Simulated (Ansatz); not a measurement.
# TaN: the cost of one run

Method: DFT PBEsol, scalar-relativistic, plane waves, PAW, in Ansatz 0.2.0.

3 further runs of the same task are left out: 3 set aside as unsound or not needed.

**1. The system as given**

It takes space group P-62m (No. 189, hexagonal). Conventional cell: a = 5.179 Å, b = 5.179 Å, c = 2.896 Å, α = 90.00°, β = 90.00°, γ = 120.00°. Ta (site symmetry -6) is surrounded by 6 N at 2.15 Å. Ta (site symmetry -62m) has 3 N at 2.04 Å as nearest neighbours. Around N (site symmetry m2m) lie 5 Ta at 2.04 to 2.15 Å.

Coordinates:

```
CELL_PARAMETERS angstrom
5.17892 0.00000 0.00000
-2.58946 4.48508 0.00000
0.00000 0.00000 2.89600
ATOMIC_POSITIONS crystal
Ta 0.33333 0.66667 0.50000
Ta 0.66667 0.33333 0.50000
Ta 0.00000 0.00000 0.00000
N 0.39337 0.00000 0.00000
N 0.60663 0.60663 0.00000
N 0.00000 0.39337 0.00000
```

This cell was relaxed beforehand with the same method: volume 11.21 Å³/atom, gap on the mesh none (metal).

The unstrained cell comes from an earlier run at this level (6 atoms, E(σ→0) -30562.9880 eV, gap none (metal)).

**2. The cell strained by -1.0 %**

input.yaml reads:

```yaml
crystal:
  lattice:
    - [5.1918681716, 0.0, 0.0]
    - [-2.5959340858, 4.4962897297, 0.0]
    - [0.0, 0.0, 2.8670373047]
  atoms:
    - { symbol: Ta, position: [0.3333333333, 0.6666666667, 0.5] }
    - { symbol: Ta, position: [0.6666666667, 0.3333333333, 0.5] }
    - { symbol: Ta, position: [0.0, 0.0, 0.0] }
    - { symbol: "N", position: [0.3933709401, 0.0, 0.0] }
    - { symbol: "N", position: [0.6066290599, 0.6066290599, 0.0] }
    - { symbol: "N", position: [0.0, 0.3933709401, 0.0] }
basis:
  ecutwfc: 420
kpoints:
  mp_grid: { grid: [12, 12, 12] }
hamiltonian:
  xc: pbesol
scf:
  occupations: { method: gaussian, width: 0.1 }
output:
  forces: true
  stress: true
  eigenvalues: true
relax:
  adjacent_minimum: "off"
  f_tol: 0.008
  max_steps: 40
  cell: { stress_tol: 0.015, fix: [c, angles] }
```

Started as:

```
ansatz run input.yaml --threads 1 --pin off --max-ram 2560MiB --backend cpu --events-out ev --progress --plain --runs-dir out
```

What time and memory should one allow on 1 thread of Intel Xeon at 2.70GHz, shared host?

About 5.8 min, with a peak of 0.77 GiB.
